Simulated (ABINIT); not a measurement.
# TiC (Fm-3m) in ABINIT: further runs

Runs on TiC. Level: LDA. Tasks: single point.

All numbers are computed with ABINIT 10.8.3 (patched build); they aren't measurements. Logs are shortened: lines on timing, memory, paths and dates and some standing lists are left out, and cuts for length are marked. The log counts tension as positive stress, the text compression.

### Step 1. The structure

It takes space group Fm-3m (No. 225, cubic). Conventional cell: a = 4.331 Å, b = 4.331 Å, c = 4.331 Å, α = 90.00°, β = 90.00°, γ = 90.00°. Around Ti (site symmetry m-3m) lie 6 C at 2.17 Å. C (site symmetry m-3m) has 6 Ti at 2.17 Å as nearest neighbours.

The cell is a database's computed one.

### Step 2. Single point, LDA

run.abi reads:

```
# Pseudopotentials
pp_dirpath "./"
pseudos "Ti.upf, C.upf"

# Structure
acell 3*1.0
rprim
     0.0000000000     4.0926154775     4.0926154775
     4.0926154775     0.0000000000     4.0926154775
     4.0926154775     4.0926154775     0.0000000000
ntypat 2
znucl 22 6
natom 2
typat 1 2
xred
     0.0000000000     0.0000000000     0.0000000000
     0.5000000000     0.5000000000     0.5000000000

# Plane-wave basis
ecut 35.0

# k points
kptopt 1
ngkpt 8 8 8
nshiftk 1
shiftk 0.0 0.0 0.0

# Exchange and correlation
ixc 7

# Bands and occupations
nband 12
occopt 3
tsmear 0.05 eV

# SCF cycle
nstep 100
tolvrs 1.0e-10

# Output
iomode 3
prtwf 0
prtden 0
prteig 0
prtebands 0
```

Potentials or basis: PseudoDojo NC SR LDA v0.4.1 standard.

Run with:

```
> abinit run.abi > log 2>&1
```

run.abo:

```text
.Version 10.8.3 of ABINIT
 Symmetries : space group Fm -3 m (#225); Bravais cF (face-center cubic)
================================================================================
 Values of the parameters that define the memory need of the present run
     intxc =       0    ionmov =       0      iscf =       7    lmnmax =       6
     lnmax =       6     mgfft =      32  mpssoang =       3    mqgrid =    3001
     natom =       2  nloc_mem =       1    nspden =       1   nspinor =       1
    nsppol =       1      nsym =      48    n1xccc =    2501    ntypat =       2
    occopt =       3   xclevel =       1
       mpw =        1366          nfft =       32768          nkpt =          29
================================================================================
================================================================================

--------------------------------------------------------------------------------
------------- Echo of variables that govern the present computation ------------
--------------------------------------------------------------------------------
 -outvars: echo values of preprocessed input variables --------
            acell      1.0000000000E+00  1.0000000000E+00  1.0000000000E+00 Bohr
              amu      4.78800000E+01  1.20110000E+01
             ecut      3.50000000E+01 Hartree
              ixc           7
         kptrlatt        8    0    0      0    8    0      0    0    8
          kptrlen      4.63026585E+01
            natom           2
            nband          12
            ngfft          32      32      32
             nkpt          29
            nstep         100
             nsym          48
           ntypat           2
           occopt           3
           prtden           0
        prtebands           0
           prteig           0
            prtwf           0
            rprim      0.0000000000E+00  4.0926154775E+00  4.0926154775E+00
                       4.0926154775E+00  0.0000000000E+00  4.0926154775E+00
                       4.0926154775E+00  4.0926154775E+00  0.0000000000E+00
          spgroup         225
           tolvrs      1.00000000E-10
           tsmear      1.83746611E-03 Hartree
            typat      1  2
           xangst      0.0000000000E+00  0.0000000000E+00  0.0000000000E+00
                       2.1657188422E+00  2.1657188422E+00  2.1657188422E+00
            xcart      0.0000000000E+00  0.0000000000E+00  0.0000000000E+00
                       4.0926154775E+00  4.0926154775E+00  4.0926154775E+00
             xred      0.0000000000E+00  0.0000000000E+00  0.0000000000E+00
                       5.0000000000E-01  5.0000000000E-01  5.0000000000E-01
            znucl       22.00000    6.00000

================================================================================

 chkinp: Checking input parameters for consistency.

================================================================================
== DATASET  1 ==================================================================

--- !DatasetInfo
iteration_state: {dtset: 1, }
dimensions: {natom: 2, nkpt: 29, mband: 12, nsppol: 1, nspinor: 1, nspden: 1, mpw: 1366, }
cutoff_energies: {ecut:  35.0, pawecutdg:  -1.0, }
electrons: {nelect:   1.60000000E+01, charge:   0.00000000E+00, occopt:   3.00000000E+00, tsmear:   1.83746611E-03, }
meta: {optdriver: 0, ionmov: 0, optcell: 0, iscf: 7, paral_kgb: 0, }
...

 Exchange-correlation functional for the present dataset will be:
  LDA: Perdew-Wang 92 LSD fit to Ceperley-Alder data - ixc=7
  J.P.Perdew and Y.Wang, PRB 45, 13244 (1992)

 Real(R)+Recip(G) space primitive vectors, cartesian coordinates (Bohr,Bohr^-1):
 R(1)=  0.0000000  4.0926155  4.0926155  G(1)= -0.1221713  0.1221713  0.1221713
 R(2)=  4.0926155  0.0000000  4.0926155  G(2)=  0.1221713 -0.1221713  0.1221713
 R(3)=  4.0926155  4.0926155  0.0000000  G(3)=  0.1221713  0.1221713 -0.1221713
 Unit cell volume ucvol=  1.3709854E+02 bohr^3
 Angles (23,13,12)=  6.00000000E+01  6.00000000E+01  6.00000000E+01 degrees

 getcut: wavevector=  0.0000  0.0000  0.0000  ngfft=  32  32  32
         ecut(hartree)=     35.000   => boxcut(ratio)=   2.07604

--- Pseudopotential description ------------------------------------------------
- pspini: atom type   1  psp file is ./Ti.upf
12 -1012 2 -1 1568                            pspcod,pspxc,lmax,lloc,mmax
     nproj     2     2     2

- pspini: atom type   2  psp file is ./C.upf
12 -1012 1 -1 1234                            pspcod,pspxc,lmax,lloc,mmax
     nproj     2     2     0

   3.07114594E+02                                ecore*ucvol(ha*bohr**3)
--------------------------------------------------------------------------------

================================================================================

--- !BeginCycle
iteration_state: {dtset: 1, }
solver: {iscf: 7, nstep: 100, nline: 4, wfoptalg: 0, }
tolerances: {tolvrs: 1.00E-10, }
...

     iter   Etot(hartree)      deltaE(h)  residm     vres2
 ETOT  1  -65.109519847095    -6.511E+01 2.121E-01 1.135E+03
 ETOT  2  -64.027025448196     1.082E+00 6.083E-02 5.169E+03
 ETOT  3  -65.442422685428    -1.415E+00 2.045E-02 1.204E+01
 ETOT  4  -65.445364286048    -2.942E-03 6.828E-03 4.189E+00
 ETOT  5  -65.446252227184    -8.879E-04 3.448E-03 9.211E-01
 ETOT  6  -65.446489165159    -2.369E-04 5.354E-03 7.440E-04
 ETOT  7  -65.446490639055    -1.474E-06 6.858E-03 2.092E-04
 ETOT  8  -65.446490728009    -8.895E-08 5.765E-03 8.739E-05
 ETOT  9  -65.446490753166    -2.516E-08 6.035E-03 1.438E-06
 ETOT 10  -65.446490753911    -7.453E-10 2.719E-03 1.390E-08
 ETOT 11  -65.446490753949    -3.743E-11 2.575E-03 8.750E-10
 ETOT 12  -65.446490753954    -5.045E-12 8.135E-04 1.466E-12

 At SCF step   12       vres2   =  1.47E-12 < tolvrs=  1.00E-10 =>converged.

 Cartesian components of stress tensor (hartree/bohr^3)
  sigma(1 1)=  4.57607908E-04  sigma(3 2)=  0.00000000E+00
  sigma(2 2)=  4.57607908E-04  sigma(3 1)=  0.00000000E+00
  sigma(3 3)=  4.57607908E-04  sigma(2 1)=  0.00000000E+00

--- !ResultsGS
iteration_state: {dtset: 1, }
comment   : Summary of ground state results
lattice_vectors:
- [  0.0000000,   4.0926155,   4.0926155, ]
- [  4.0926155,   0.0000000,   4.0926155, ]
- [  4.0926155,   4.0926155,   0.0000000, ]
lattice_lengths: [   5.78783,    5.78783,    5.78783, ]
lattice_angles: [ 60.000,  60.000,  60.000, ] # degrees, (23, 13, 12)
lattice_volume:   1.3709854E+02
convergence: {deltae: -5.045E-12, res2:  1.466E-12, residm:  8.135E-04, diffor: null, }
etotal    :  -6.54464908E+01
entropy   :   0.00000000E+00
fermie    :   3.88251966E-01
cartesian_stress_tensor: # hartree/bohr^3
- [  4.57607908E-04,   0.00000000E+00,   0.00000000E+00, ]
- [  0.00000000E+00,   4.57607908E-04,   0.00000000E+00, ]
- [  0.00000000E+00,   0.00000000E+00,   4.57607908E-04, ]
pressure_GPa:  -1.3463E+01
xred      :
- [  0.0000E+00,   0.0000E+00,   0.0000E+00, Ti]
- [  5.0000E-01,   5.0000E-01,   5.0000E-01,  C]
cartesian_forces: # hartree/bohr
- [ -0.00000000E+00,  -0.00000000E+00,  -0.00000000E+00, ]
- [ -0.00000000E+00,  -0.00000000E+00,  -0.00000000E+00, ]
force_length_stats: {min:   0.00000000E+00, max:   0.00000000E+00, mean:   0.00000000E+00, }
...

 Integrated electronic density in atomic spheres:
 ------------------------------------------------
 Atom  Sphere_radius  Integrated_density
    1        2.00000          9.55381590
    2        2.00000          3.87997511
================================================================================

 ----iterations are completed or convergence reached----

 Mean square residual over all n,k,spin=   38.354E-07; max=  81.349E-05
 reduced coordinates (array xred) for    2 atoms
       0.000000000000      0.000000000000      0.000000000000
       0.500000000000      0.500000000000      0.500000000000
 rms dE/dt=  0.0000E+00; max dE/dt=  0.0000E+00; dE/dt below (all hartree)
    1       0.000000000000      0.000000000000      0.000000000000
    2       0.000000000000      0.000000000000      0.000000000000

 cartesian coordinates (angstrom) at end:
    1      0.00000000000000     0.00000000000000     0.00000000000000
    2      2.16571884221265     2.16571884221265     2.16571884221265

 cartesian forces (hartree/bohr) at end:
    1     -0.00000000000000    -0.00000000000000    -0.00000000000000
    2     -0.00000000000000    -0.00000000000000    -0.00000000000000
 frms,max,avg= 0.0000000E+00 0.0000000E+00   0.000E+00  0.000E+00  0.000E+00 h/b

 cartesian forces (eV/Angstrom) at end:
    1     -0.00000000000000    -0.00000000000000    -0.00000000000000
    2     -0.00000000000000    -0.00000000000000    -0.00000000000000
 frms,max,avg= 0.0000000E+00 0.0000000E+00   0.000E+00  0.000E+00  0.000E+00 e/A
 length scales=  1.000000000000  1.000000000000  1.000000000000 bohr
              =  0.529177210544  0.529177210544  0.529177210544 angstroms
 Fermi (or HOMO) energy (hartree) =   0.38825   Average Vxc (hartree)=  -0.48217
 Eigenvalues (hartree) for nkpt=  29  k points:
 kpt#   1, nband= 12, wtk=  0.00195, kpt=  0.0000  0.0000  0.0000 (reduced coord)
  -1.66692   -0.79761   -0.79761   -0.79761   -0.05951    0.41376    0.41376    0.41376
   0.45223    0.45223    0.45417    0.45417
      occupation numbers for kpt#   1
   2.00000    2.00000    2.00000    2.00000    2.00000    0.00000    0.00000    0.00000
   0.00000    0.00000    0.00000    0.00000
 prteigrs : prtvol=0 or 1, do not print more k-points.

--- !EnergyTerms
iteration_state     : {dtset: 1, }
comment             : Components of total free energy in Hartree
kinetic             :  2.72890896994477E+01
hartree             :  1.14005958334145E+01
xc                  : -1.07779688453960E+01
Ewald energy        : -5.12015050895753E+01
psp_core            :  2.24010116383696E+00
local_psp           : -4.46332551429339E+01
non_local_psp       :  2.36552828986354E-01
internal            : -6.54463895522197E+01
'-kT*entropy'       : -1.01201734259422E-04
total_energy        : -6.54464907539539E+01
total_energy_eV     : -1.78088973834986E+03
band_energy         : -6.35951261365290E+00
...

 Cartesian components of stress tensor (hartree/bohr^3)
  sigma(1 1)=  4.57607908E-04  sigma(3 2)=  0.00000000E+00
  sigma(2 2)=  4.57607908E-04  sigma(3 1)=  0.00000000E+00
  sigma(3 3)=  4.57607908E-04  sigma(2 1)=  0.00000000E+00

-Cartesian components of stress tensor (GPa)         [Pressure= -1.3463E+01 GPa]
- sigma(1 1)=  1.34632895E+01  sigma(3 2)=  0.00000000E+00
- sigma(2 2)=  1.34632895E+01  sigma(3 1)=  0.00000000E+00
- sigma(3 3)=  1.34632895E+01  sigma(2 1)=  0.00000000E+00

== END DATASET(S) ==============================================================
================================================================================

 -outvars: echo values of variables after computation  --------
            acell      1.0000000000E+00  1.0000000000E+00  1.0000000000E+00 Bohr
           etotal     -6.5446490754E+01
            fcart     -0.0000000000E+00 -0.0000000000E+00 -0.0000000000E+00
                      -0.0000000000E+00 -0.0000000000E+00 -0.0000000000E+00
            rprim      0.0000000000E+00  4.0926154775E+00  4.0926154775E+00
                       4.0926154775E+00  0.0000000000E+00  4.0926154775E+00
                       4.0926154775E+00  4.0926154775E+00  0.0000000000E+00
           strten      4.5760790836E-04  4.5760790836E-04  4.5760790836E-04
                       0.0000000000E+00  0.0000000000E+00  0.0000000000E+00
           xangst      0.0000000000E+00  0.0000000000E+00  0.0000000000E+00
                       2.1657188422E+00  2.1657188422E+00  2.1657188422E+00
             xred      0.0000000000E+00  0.0000000000E+00  0.0000000000E+00
                       5.0000000000E-01  5.0000000000E-01  5.0000000000E-01
 Calculation completed.
```

Run time: 21 s. Hardware: 1 thread of AMD EPYC 7R43 (Zen 3), shared host; peak memory 0.06 GiB.

What came out:

- Free energy: -1780.8897 eV
- Band gap on the k mesh: none (metal or under the smearing width)
- Valence electrons inside the program's atomic spheres: Ti 9.55; C 3.88

Caveat: the cutoff is too short for stress, so the log's stress isn't used.

### Step 3. Single point, LDA (cell stretched)

run.abi reads:

```
# Pseudopotentials
pp_dirpath "./"
pseudos "Ti.LDA_PW-JTH.xml, C.LDA_PW-JTH.xml"

# Structure
acell 3*1.0 Angstrom
rprim
     0.0000000000     2.1942184125     2.1942184125
     2.1942184125     0.0000000000     2.1942184125
     2.1942184125     2.1942184125     0.0000000000
ntypat 2
znucl 22 6
natom 2
typat 1 2
xred
     0.0000000000     0.0000000000     0.0000000000
     0.5000000000     0.5000000000     0.5000000000
chkprim 0
chksymtnons 0
tolsym 1.0e-6

# Plane-wave basis
ecut 19.0
pawecutdg 38.0

# k points
kptopt 1
ngkpt 8 8 8
nshiftk 1
shiftk 0.0 0.0 0.0

# Exchange and correlation
ixc 7

# Bands and occupations
nband 12
occopt 3
tsmear 0.05 eV

# SCF cycle
nstep 100
tolvrs 1.0e-9

# Output
iomode 3
prtwf 0
prtden 0
prteig 0
prtebands 0
```

Potentials or basis: JTH PAW LDA v2.0.

Run with:

```
> abinit run.abi > log 2>&1
```

run.abo:

```text
.Version 10.8.3 of ABINIT
 Symmetries : space group Fm -3 m (#225); Bravais cF (face-center cubic)
================================================================================
 Values of the parameters that define the memory need of the present run
     intxc =       0    ionmov =       0      iscf =      17    lmnmax =      18
     lnmax =       6     mgfft =      24  mpssoang =       3    mqgrid =    3001
     natom =       2  nloc_mem =       2    nspden =       1   nspinor =       1
    nsppol =       1      nsym =      48    n1xccc =       1    ntypat =       2
    occopt =       3   xclevel =       1
       mpw =         572          nfft =       13824          nkpt =          29
 PAW method is used; the additional fine FFT grid is defined by:
   mgfftf=        36    nfftf =     46656
================================================================================
================================================================================

--------------------------------------------------------------------------------
------------- Echo of variables that govern the present computation ------------
--------------------------------------------------------------------------------
 -outvars: echo values of preprocessed input variables --------
            acell      1.8897261259E+00  1.8897261259E+00  1.8897261259E+00 Bohr
              amu      4.78800000E+01  1.20110000E+01
          chkprim           0
      chksymtnons           0
             ecut      1.90000000E+01 Hartree
              ixc           7
         kptrlatt        8    0    0      0    8    0      0    0    8
          kptrlen      4.69119739E+01
            natom           2
            nband          12
            ngfft          24      24      24
          ngfftdg          36      36      36
             nkpt          29
            nstep         100
             nsym          48
           ntypat           2
           occopt           3
        pawecutdg      3.80000000E+01 Hartree
           prtden           0
        prtebands           0
           prteig           0
            prtwf           0
            rprim      0.0000000000E+00  2.1942184125E+00  2.1942184125E+00
                       2.1942184125E+00  0.0000000000E+00  2.1942184125E+00
[... 166 lines left out ...]
 length scales=  1.889726125908  1.889726125908  1.889726125908 bohr
              =  1.000000000000  1.000000000000  1.000000000000 angstroms
 Fermi (or HOMO) energy (hartree) =   0.30479   Average Vxc (hartree)=  -0.45346
 Eigenvalues (hartree) for nkpt=  29  k points:
 kpt#   1, nband= 12, wtk=  0.00195, kpt=  0.0000  0.0000  0.0000 (reduced coord)
  -1.75379   -0.88494   -0.88494   -0.88494   -0.13628    0.32948    0.32948    0.32948
   0.36700    0.36701    0.36710    0.36710
      occupation numbers for kpt#   1
   2.00000    2.00000    2.00000    2.00000    2.00000    0.00000    0.00000    0.00000
   0.00000    0.00000    0.00000    0.00000
 prteigrs : prtvol=0 or 1, do not print more k-points.

--- !EnergyTerms
iteration_state     : {dtset: 1, }
comment             : Components of total free energy in Hartree
kinetic             :  1.09610674398973E+01
hartree             :  1.10355580184216E+01
xc                  : -5.38115887054817E+00
Ewald energy        : -5.05364751705820E+01
psp_core            :  3.28496871129448E+00
local_psp           : -3.44130153640335E+01
PAW spherical_terms :  4.94430836337946E-01
internal            : -6.45546243992124E+01
'-kT*entropy'       : -1.03369680822078E-04
total_energy        : -6.45547277688932E+01
total_energy_eV     : -1.75662363132351E+03
...

--- !EnergyTermsDC
iteration_state     : {dtset: 1, }
comment             : '"Double-counting" decomposition of free energy'
band_energy         : -7.69194845065535E+00
Ewald energy        : -5.05364751705820E+01
psp_core            :  3.28496871129448E+00
xc_dc               : -1.05246120923105E+01
PAW spherical_terms :  9.13441639037818E-01
internal            : -6.45546253632155E+01
'-kT*entropy'       : -1.03369680822078E-04
total_energy_dc     : -6.45547287328963E+01
total_energy_dc_eV  : -1.75662365755537E+03
...

--- !EnergyTermsWithPAWCore
iteration_state     : {dtset: 1, }
comment             : 'Components of total free energy, including PAW core contributions'
Total energy        : -8.89876654920524E+02
Total energy DC     : -8.89876655884527E+02
Total energy (eV)   : -2.42147773683239E+04
Total energy DC (eV): -2.42147773945558E+04
...

 Cartesian components of stress tensor (hartree/bohr^3)
  sigma(1 1)=  6.89739311E-04  sigma(3 2)=  0.00000000E+00
  sigma(2 2)=  6.89739311E-04  sigma(3 1)=  0.00000000E+00
  sigma(3 3)=  6.89739311E-04  sigma(2 1)=  0.00000000E+00

-Cartesian components of stress tensor (GPa)         [Pressure= -2.0293E+01 GPa]
- sigma(1 1)=  2.02928311E+01  sigma(3 2)=  0.00000000E+00
- sigma(2 2)=  2.02928311E+01  sigma(3 1)=  0.00000000E+00
- sigma(3 3)=  2.02928311E+01  sigma(2 1)=  0.00000000E+00

== END DATASET(S) ==============================================================
================================================================================

 -outvars: echo values of variables after computation  --------
            acell      1.8897261259E+00  1.8897261259E+00  1.8897261259E+00 Bohr
           etotal     -6.4554728733E+01
            fcart     -0.0000000000E+00 -0.0000000000E+00 -0.0000000000E+00
                      -0.0000000000E+00 -0.0000000000E+00 -0.0000000000E+00
            rprim      0.0000000000E+00  2.1942184125E+00  2.1942184125E+00
                       2.1942184125E+00  0.0000000000E+00  2.1942184125E+00
                       2.1942184125E+00  2.1942184125E+00  0.0000000000E+00
           strten      6.8973931106E-04  6.8973931106E-04  6.8973931106E-04
                       0.0000000000E+00  0.0000000000E+00  0.0000000000E+00
           xangst      0.0000000000E+00  0.0000000000E+00  0.0000000000E+00
                       2.1942184125E+00  2.1942184125E+00  2.1942184125E+00
             xred      0.0000000000E+00  0.0000000000E+00  0.0000000000E+00
                       5.0000000000E-01  5.0000000000E-01  5.0000000000E-01
 Calculation completed.
```

Run time: 6.5 s. Hardware: 1 thread of Intel Xeon Platinum 8488C (Sapphire Rapids), shared host; peak memory 0.08 GiB.

Results:

| Item | Value |
| --- | --- |
| Free energy | -1756.6237 eV |
| Pressure | -20.3 GPa |
| Band gap on the k mesh | none (metal or under the smearing width) |
| Valence electrons inside the program's atomic spheres | Ti 10.29; C 2.40 |

Levels at points of the mesh, in eV from the Fermi level:
```
           k point  band 4  band 5  band 6  band 7  band 8  band 9  band 10  band 11  band 12
(0.00, 0.00, 0.00)  -32.37  -12.00    0.67    0.67    0.67    1.69     1.69     1.70     1.70
(0.50, 0.00, 0.00)  -32.42   -8.62   -5.61   -2.72   -2.72    2.78     2.78     3.90     7.86
(0.50, 0.50, 0.00)  -32.53   -9.73   -3.27   -1.51    0.02    0.02     2.64     3.35     3.35
```
